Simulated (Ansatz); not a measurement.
## Ta in Ansatz: the effect of functional

Ta:

```
CELL_PARAMETERS angstrom
2.95726 0.00000 0.00000
-1.47863 2.56106 0.00000
0.00000 0.00000 5.26760
ATOMIC_POSITIONS crystal
Ta 0.33333 0.66667 0.25000
Ta 0.66667 0.33333 0.75000
```

This isn't the form of Ta at room conditions, which is bcc.

The cell isn't the ideal one: volume scaled by 1.06.

Alike in all runs:

```yaml
Program: Ansatz 0.2.0
Task: single point
Potentials_or_basis: Ansatz PAW
k_mesh: 11 × 11 × 5
Occupations: fermi-dirac, width 0.05 eV
Spin: no spin polarisation
```

```tsv
functional	cutoff	pressure (GPa)
LDA	420 eV (not typed: the program's choice for these potentials)	?
PBEsol	420 eV (not typed: the program's choice for these potentials)	-16.3
r2SCAN	500 eV (not typed: the program's choice for these potentials)	-13.2
```

Question: What does the run with functional LDA give?

Answer: Pressure -20.5 GPa.

Caveats: the PAW data sets come from PBE, with cores solved anew for the run's functional, which leaves a small shift of forces and pressure.

Runs at the PBE level aren't shown here.
